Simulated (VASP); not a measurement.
# Y (P6_3/mmc) in VASP: notebook, part 2 of 2

VASP 6.6.1.

### Step 3. Single point, PBEsol

INCAR

```
SYSTEM = Y
PREC     = Accurate       ! precision mode
ENCUT    = 300            ! plane-wave cutoff, eV
EDIFF    = 1E-6           ! SCF threshold, eV
ISMEAR   = -1             ! smearing method
SIGMA    = 0.15           ! smearing width, eV
LREAL    = .FALSE.        ! projectors in reciprocal space
LASPH    = .TRUE.         ! aspherical terms in the spheres
NELM     = 100            ! most SCF steps
ALGO     = Normal         ! electronic algorithm
ISIF     = 2              ! what is computed and relaxed
LWAVE    = .FALSE.        ! write WAVECAR
LCHARG   = .FALSE.        ! write CHGCAR
GGA      = PS             ! functional
NBANDS   = 18             ! bands
ADDGRID  = .FALSE.
```

KPOINTS

```
Automatic mesh
0
G
  3 3 2
  0 0 0
```

POSCAR

```
Y
1.0
    3.6474000000      0.0000000000      0.0000000000
   -1.8237000000      3.1587410578      0.0000000000
    0.0000000000      0.0000000000      5.7306000000
Y
2
Direct
    0.6666666667      0.3333333333      0.7500000000
    0.3333333333      0.6666666667      0.2500000000
```

Potentials or basis: VASP PAW PBE potentials, release 64 (Y_sv).

Launch:

```
cat potpaw_PBE.64/Y_sv/POTCAR > POTCAR
mpirun -np 1 vasp_std > vasp.out
```

OUTCAR:

```text
SYSTEM = Y
   PREC = Accurate
   ENCUT = 300
   EDIFF = 1E-6
   ISMEAR = -1
   LREAL = .FALSE.
   LASPH = .TRUE.
   NELM = 100
   ISIF = 2
   GGA = PS

 Found      6 irreducible k-points:

 Following reciprocal coordinates:
            Coordinates               Weight
  0.000000  0.000000  0.000000      1.000000
  0.333333  0.000000  0.000000      6.000000
  0.333333  0.333333  0.000000      2.000000
  0.000000  0.000000  0.500000      1.000000
  0.333333  0.000000  0.500000      6.000000
  0.333333  0.333333  0.500000      2.000000
   k-points           NKPTS =      6   k-points in BZ     NKDIM =      6   number of bands    NBANDS=     18
   number of dos      NEDOS =    301   number of ions     NIONS =      2
   total plane-waves  NPLWV =  18432
   dimension x,y,z NGX =    24 NGY =   24 NGZ =   32
   dimension x,y,z NGXF=    48 NGYF=   48 NGZF=   64
   ions per type =               2
   NGX,Y,Z   is equivalent  to a cutoff of  10.94, 10.94,  9.28 a.u.
   NGXF,Y,Z  is equivalent  to a cutoff of  21.88, 21.88, 18.57 a.u.
 SYSTEM =  Y
   PREC   = accura    normal or accurate (medium, high low for compatibility)
   ISTART =      0    job   : 0-new  1-cont  2-samecut
   ICHARG =      2    charge: 1-file 2-atom 10-const
   ISPIN  =      1    spin polarized calculation?
   LNONCOLLINEAR =      F non collinear calculations
   LSORBIT =      F    spin-orbit coupling
   LASPH  =      T    aspherical Exc in radial PAW
   ENCUT  =  300.0 eV  22.05 Ry    4.70 a.u.   5.15  5.15  8.09*2*pi/ulx,y,z
   NELM   =    100;   NELMIN=  2; NELMDL= -5     # of ELM steps
   EDIFF  = 0.1E-05   stopping-criterion for ELM
   LREAL  =      F    real-space projection
   EDIFFG = 0.1E-04   stopping-criterion for IOM
   NSW    =      0    number of steps for IOM
   IBRION =     -1    ionic relax: 0-MD 1-quasi-New 2-CG
   NFREE  =      0    steps in history (QN), initial steepest desc. (CG)
   ISIF   =      2    stress and relaxation
   ISYM   =      2    0-nonsym 1-usesym 2-fastsym
   POTIM  = 0.5000    time-step for ionic-motion
   TEBEG  =    0.0;   TEEND  =   0.0 temperature during run
   PSTRESS=    0.0 pullay stress
   NELECT =      22.0000    total number of electrons
   NUPDOWN=      -1.0000    fix difference up-down
   EMIN   =  10.00;   EMAX   =-10.00  energy-range for DOS
   EFERMI =   0.00;   METHOD = LEGACY
   ISMEAR =    -1;   SIGMA  =   0.15  broadening in eV -4-tet -1-fermi 0-gaus
   EFERMI_NEDOS =   21; number of points for ismear=-14 and -15
   IALGO  =     38    algorithm
   IMIX   =      4    mixing-type and parameters
     AMIX     =   0.40;   BMIX     =  1.00
     AMIX_MAG =   1.60;   BMIX_MAG =  1.00
  volume/ion in A,a.u.               =      33.01       222.77
  Fermi-wavevector in a.u.,A,eV,Ry     =   1.134967  2.144777 17.526345  1.288150
  Thomas-Fermi vector in A             =   2.271671
   LORBIT       =      0    0 simple, 1 ext, 2 COOP (PROOUT), +10 PAW based schemes
   GGA     = PS    functional components
   LHFCALC =     F    Hartree Fock is set to
   AEXX    =    0.0000 exact exchange contribution
   IVDW    =     0    specifies the selected vdW correction
   LEPSILON=     F    determine dielectric tensor
   LRPA    =     F    only Hartree local field effects (RPA)
 non-spin polarized calculation
  energy-cutoff  :      300.00
  volume of cell :       66.02
 maximum number of plane-waves:       796
 NGX is ok and might be reduce to    24
   NGX = 11   NGY = 11   NGZ = 17

 number of electron      22.0000008 magnetization

 Free energy of the ion-electron system (eV)
  ---------------------------------------------------
  ext. energy  EPLUGINS =         0.00000000
  ---------------------------------------------------
  free energy    TOTEN  =       -13.66602044 eV

  energy without entropy =      -13.39352861  energy(sigma->0) =      -13.52977453

 E-fermi :   2.8504     XC(G=0):  -9.5105

 val. band max:        2.5097365157   @ k =   0.3333   0.3333   0.5000
 cond. band min:       2.9805663132   @ k =   0.3333   0.0000   0.0000
 fundamental gap:      0.4708297975
 Fermi energy:         2.8503877210

 k-point     1 :       0.0000    0.0000    0.0000
  band No.  band energies     occupation
      1     -39.7220      2.00000
      2     -39.6499      2.00000
      3     -19.9969      2.00000
      4     -19.5565      2.00000
      5     -19.5565      2.00000
      6     -19.4682      2.00000
[... 10 lines left out ...]
     17       5.6574      0.00000
     18       5.6574      0.00000
[... 85 lines left out ...]
 k-point     6 :       0.3333    0.3333    0.5000
  band No.  band energies     occupation
      1     -39.6467      2.00000
      2     -39.6467      2.00000
      3     -19.8961      2.00000
      4     -19.8961      2.00000
      5     -19.7687      2.00000
      6     -19.7687      2.00000
[... 10 lines left out ...]
     17       7.3753      0.00000
     18       7.3753      0.00000

------------------------ aborting loop because EDIFF is reached ----------------------------------------

  FORCE on cell =-STRESS in cart. coord.  units (eV):
  Direction    XX          YY          ZZ          XY          YZ          ZX
  --------------------------------------------------------------------------------------
  -------------------------------------------------------------------------------------
  Total       -1.0689358     -1.0689358     -1.2912924      0.0000000      0.0000000      0.0000000
  in kB      -25.9396834    -25.9396834    -31.3355743      0.0000000      0.0000000      0.0000000
  external PRESSURE =     -27.7383137 kB  Pullay stress =       0.0000000 kB

 VOLUME and BASIS-vectors are now :
 -----------------------------------------------------------------------------
  energy-cutoff  :      300.00
  volume of cell :       66.02
      direct lattice vectors                 reciprocal lattice vectors
     3.647400000  0.000000000  0.000000000     0.274167900  0.158290911  0.000000000
    -1.823700000  3.158741058  0.000000000     0.000000000  0.316581822  0.000000000
     0.000000000  0.000000000  5.730600000     0.000000000  0.000000000  0.174501797

 POSITION                                       TOTAL-FORCE (eV/Angst)
 -----------------------------------------------------------------------------------
      1.82370      1.05291      4.29795        -0.000000     -0.000000      0.000000
     -0.00000      2.10583      1.43265         0.000000      0.000000      0.000000
 -----------------------------------------------------------------------------------
    total drift:                               -0.000000      0.000000     -0.000000

  FREE ENERGIE OF THE ION-ELECTRON SYSTEM (eV)
  ---------------------------------------------------
  free  energy   TOTEN  =       -13.6660204400 eV

  energy  without entropy=      -13.3935286102  energy(sigma->0) =      -13.52977453
```

stdout:

```text
POSCAR found type information on POSCAR Y
 POSCAR found :  1 types and       2 ions
 scaLAPACK will be used
 -----------------------------------------------------------------------------
|                                                                             |
|                                                                             |
|     You enforced a specific xc type in the INCAR file but a different       |
|     I HOPE YOU KNOW WHAT YOU ARE DOING!                                     |
|                                                                             |
 -----------------------------------------------------------------------------

 LDA part: xc-table for (Slater+PW92), standard interpolation
 POSCAR, INCAR and KPOINTS ok, starting setup
 FFT: planning ... GRIDC
 FFT: planning ... GRID_SOFT
 FFT: planning ... GRID
 WAVECAR not read
 entering main loop
```

Wall time 4.4 s (1 thread of AMD EPYC 9R45 (Zen 5), shared host); peak memory 0.12 GiB.

These settings aren't checked as converged: the numbers below hold their error.

What came out:

| Quantity | Value |
| --- | --- |
| Free energy | -13.6660 eV |
| Pressure | -2.8 GPa |
| Band gap on the k mesh | none (metal or under the smearing width) |

Caveat: the k mesh is coarse (spacing up to 0.66 Å⁻¹), so the values aren't converged; the PAW data sets were made with another functional, which shifts forces and pressure a little.

### Step 4. Single point, PBEsol

INCAR: that of step 3 with these lines changed.

```diff
@@ -2,3 +2,3 @@
 PREC     = Accurate       ! precision mode
-ENCUT    = 300            ! plane-wave cutoff, eV
+ENCUT    = 350            ! plane-wave cutoff, eV
 EDIFF    = 1E-6           ! SCF threshold, eV
```

KPOINTS is that of step 3.

POSCAR is that of step 3.

Launch:

```
cat potpaw_PBE.64/Y_sv/POTCAR > POTCAR
mpirun -np 1 vasp_std > vasp.out
```

Wall time 4.8 s (1 thread of AMD EPYC 9R45 (Zen 5), shared host); peak memory 0.12 GiB.

The run converged, but some of its settings lie outside the range that counts as converged, so its numbers aren't taken as properties of the crystal.

What came out:

```
Free energy            : -13.6704 eV
Pressure               : -2.6 GPa
Band gap on the k mesh : none (metal or under the smearing width)
```

Caveat: the k mesh is coarse (spacing up to 0.66 Å⁻¹), so the values aren't converged; the PAW data sets were made with another functional, which shifts forces and pressure a little.

### Step 5. Single point, PBEsol

INCAR: that of step 4 with these lines changed.

```diff
@@ -2,3 +2,3 @@
 PREC     = Accurate       ! precision mode
-ENCUT    = 350            ! plane-wave cutoff, eV
+ENCUT    = 400            ! plane-wave cutoff, eV
 EDIFF    = 1E-6           ! SCF threshold, eV
```

KPOINTS is that of step 4.

POSCAR is that of step 4.

Potentials or basis: VASP PAW PBE potentials, release 64 (Y_sv).

Launch:

```
cat potpaw_PBE.64/Y_sv/POTCAR > POTCAR
mpirun -np 1 vasp_std > vasp.out
```

OUTCAR:

```text
SYSTEM = Y
   PREC = Accurate
   ENCUT = 400
   EDIFF = 1E-6
   ISMEAR = -1
   LREAL = .FALSE.
   LASPH = .TRUE.
   NELM = 100
   ISIF = 2
   GGA = PS

 Found      6 irreducible k-points:

 Following reciprocal coordinates:
            Coordinates               Weight
  0.000000  0.000000  0.000000      1.000000
  0.333333  0.000000  0.000000      6.000000
  0.333333  0.333333  0.000000      2.000000
  0.000000  0.000000  0.500000      1.000000
  0.333333  0.000000  0.500000      6.000000
  0.333333  0.333333  0.500000      2.000000
   k-points           NKPTS =      6   k-points in BZ     NKDIM =      6   number of bands    NBANDS=     18
   number of dos      NEDOS =    301   number of ions     NIONS =      2
   total plane-waves  NPLWV =  23040
   dimension x,y,z NGX =    24 NGY =   24 NGZ =   40
   dimension x,y,z NGXF=    48 NGYF=   48 NGZF=   80
   ions per type =               2
   NGX,Y,Z   is equivalent  to a cutoff of  10.94, 10.94, 11.60 a.u.
   NGXF,Y,Z  is equivalent  to a cutoff of  21.88, 21.88, 23.21 a.u.
 SYSTEM =  Y
   PREC   = accura    normal or accurate (medium, high low for compatibility)
   ISTART =      0    job   : 0-new  1-cont  2-samecut
   ICHARG =      2    charge: 1-file 2-atom 10-const
   ISPIN  =      1    spin polarized calculation?
   LNONCOLLINEAR =      F non collinear calculations
   LSORBIT =      F    spin-orbit coupling
   LASPH  =      T    aspherical Exc in radial PAW
   ENCUT  =  400.0 eV  29.40 Ry    5.42 a.u.   5.95  5.95  9.35*2*pi/ulx,y,z
   NELM   =    100;   NELMIN=  2; NELMDL= -5     # of ELM steps
   EDIFF  = 0.1E-05   stopping-criterion for ELM
   LREAL  =      F    real-space projection
   EDIFFG = 0.1E-04   stopping-criterion for IOM
   NSW    =      0    number of steps for IOM
   IBRION =     -1    ionic relax: 0-MD 1-quasi-New 2-CG
   NFREE  =      0    steps in history (QN), initial steepest desc. (CG)
   ISIF   =      2    stress and relaxation
   ISYM   =      2    0-nonsym 1-usesym 2-fastsym
   POTIM  = 0.5000    time-step for ionic-motion
   TEBEG  =    0.0;   TEEND  =   0.0 temperature during run
   PSTRESS=    0.0 pullay stress
   NELECT =      22.0000    total number of electrons
   NUPDOWN=      -1.0000    fix difference up-down
   EMIN   =  10.00;   EMAX   =-10.00  energy-range for DOS
   EFERMI =   0.00;   METHOD = LEGACY
   ISMEAR =    -1;   SIGMA  =   0.15  broadening in eV -4-tet -1-fermi 0-gaus
   EFERMI_NEDOS =   21; number of points for ismear=-14 and -15
   IALGO  =     38    algorithm
   IMIX   =      4    mixing-type and parameters
     AMIX     =   0.40;   BMIX     =  1.00
     AMIX_MAG =   1.60;   BMIX_MAG =  1.00
  volume/ion in A,a.u.               =      33.01       222.77
  Fermi-wavevector in a.u.,A,eV,Ry     =   1.134967  2.144777 17.526345  1.288150
  Thomas-Fermi vector in A             =   2.271671
   LORBIT       =      0    0 simple, 1 ext, 2 COOP (PROOUT), +10 PAW based schemes
   GGA     = PS    functional components
   LHFCALC =     F    Hartree Fock is set to
   AEXX    =    0.0000 exact exchange contribution
   IVDW    =     0    specifies the selected vdW correction
   LEPSILON=     F    determine dielectric tensor
   LRPA    =     F    only Hartree local field effects (RPA)
 non-spin polarized calculation
  energy-cutoff  :      400.00
  volume of cell :       66.02
 maximum number of plane-waves:      1236
 NGX is ok and might be reduce to    24
   NGX = 11   NGY = 11   NGZ = 19

 number of electron      22.0000001 magnetization

 Free energy of the ion-electron system (eV)
  ---------------------------------------------------
  ext. energy  EPLUGINS =         0.00000000
  ---------------------------------------------------
  free energy    TOTEN  =       -13.67047262 eV

  energy without entropy =      -13.39806306  energy(sigma->0) =      -13.53426784

 E-fermi :   2.8485     XC(G=0):  -9.5106

 val. band max:        2.5078702586   @ k =   0.3333   0.3333   0.5000
 cond. band min:       2.9786846907   @ k =   0.3333   0.0000   0.0000
 fundamental gap:      0.4708144321
 Fermi energy:         2.8485009306

 k-point     1 :       0.0000    0.0000    0.0000
  band No.  band energies     occupation
      1     -39.7232      2.00000
      2     -39.6511      2.00000
      3     -19.9970      2.00000
      4     -19.5566      2.00000
      5     -19.5566      2.00000
      6     -19.4683      2.00000
[... 10 lines left out ...]
     17       5.6555      0.00000
     18       5.6555      0.00000

 k-point     2 :       0.3333    0.0000    0.0000
  band No.  band energies     occupation
      1     -39.6818      2.00000
      2     -39.6403      2.00000
      3     -19.8384      2.00000
      4     -19.8337      2.00000
      5     -19.7458      2.00000
      6     -19.6454      2.00000
[... 10 lines left out ...]
     17       6.7032      0.00000
     18       7.0025      0.00000

 k-point     3 :       0.3333    0.3333    0.0000
  band No.  band energies     occupation
      1     -39.6479      2.00000
      2     -39.6479      2.00000
      3     -19.8636      2.00000
      4     -19.7738      2.00000
      5     -19.7738      2.00000
      6     -19.6718      2.00000
[... 10 lines left out ...]
     17       7.5000      0.00000
     18       7.9235      0.00000

 k-point     4 :       0.0000    0.0000    0.5000
  band No.  band energies     occupation
      1     -39.6873      2.00000
      2     -39.6873      2.00000
      3     -19.7094      2.00000
      4     -19.7094      2.00000
      5     -19.5126      2.00000
      6     -19.5126      2.00000
[... 10 lines left out ...]
     17       7.1862      0.00000
     18       7.1862      0.00000

 k-point     5 :       0.3333    0.0000    0.5000
  band No.  band energies     occupation
      1     -39.6611      2.00000
      2     -39.6611      2.00000
      3     -19.8893      2.00000
      4     -19.8893      2.00000
      5     -19.5783      2.00000
      6     -19.5783      2.00000
[... 10 lines left out ...]
     17       7.3909      0.00000
     18       7.4423      0.00000

 k-point     6 :       0.3333    0.3333    0.5000
  band No.  band energies     occupation
      1     -39.6479      2.00000
      2     -39.6479      2.00000
      3     -19.8963      2.00000
      4     -19.8963      2.00000
      5     -19.7689      2.00000
      6     -19.7689      2.00000
[... 10 lines left out ...]
     17       7.3736      0.00000
     18       7.3736      0.00000

------------------------ aborting loop because EDIFF is reached ----------------------------------------

  FORCE on cell =-STRESS in cart. coord.  units (eV):
  Direction    XX          YY          ZZ          XY          YZ          ZX
  --------------------------------------------------------------------------------------
  -------------------------------------------------------------------------------------
  Total       -1.0071728     -1.0071728     -1.2250229      0.0000000     -0.0000000     -0.0000000
  in kB      -24.4408917    -24.4408917    -29.7274246      0.0000000     -0.0000000     -0.0000000
  external PRESSURE =     -26.2030693 kB  Pullay stress =       0.0000000 kB

 VOLUME and BASIS-vectors are now :
 -----------------------------------------------------------------------------
  energy-cutoff  :      400.00
  volume of cell :       66.02
      direct lattice vectors                 reciprocal lattice vectors
     3.647400000  0.000000000  0.000000000     0.274167900  0.158290911  0.000000000
    -1.823700000  3.158741058  0.000000000     0.000000000  0.316581822  0.000000000
     0.000000000  0.000000000  5.730600000     0.000000000  0.000000000  0.174501797

 POSITION                                       TOTAL-FORCE (eV/Angst)
 -----------------------------------------------------------------------------------
      1.82370      1.05291      4.29795        -0.000000     -0.000000      0.000000
     -0.00000      2.10583      1.43265         0.000000      0.000000      0.000000
 -----------------------------------------------------------------------------------
    total drift:                               -0.000000      0.000000     -0.000000

  FREE ENERGIE OF THE ION-ELECTRON SYSTEM (eV)
  ---------------------------------------------------
  free  energy   TOTEN  =       -13.6704726195 eV

  energy  without entropy=      -13.3980630607  energy(sigma->0) =      -13.53426784
```

Run time: 5.1 s. Hardware: 1 thread of AMD EPYC 9R45 (Zen 5), shared host; peak memory 0.13 GiB.

The run converged, but some of its settings lie outside the range that counts as converged, so its numbers aren't taken as properties of the crystal.

Results:

| Item | Value |
| --- | --- |
| Free energy | -13.6705 eV |
| Pressure | -2.6 GPa |
| Band gap on the k mesh | none (metal or under the smearing width) |

Caveat: the k mesh is coarse (spacing up to 0.66 Å⁻¹), so the values aren't converged; the PAW data sets were made with another functional, which shifts forces and pressure a little.

### Step 6. For comparison

An earlier run on the cell as given: functional PBE; potentials or basis VASP PAW PBE potentials, release 64 (Y_sv); cutoff 520 eV; k mesh 8 × 8 × 5; occupations fermi-dirac, width 0.05 eV; no spin polarisation.

* Pressure: -0.2 GPa
* Band gap on the k mesh: none (metal or under the smearing width)
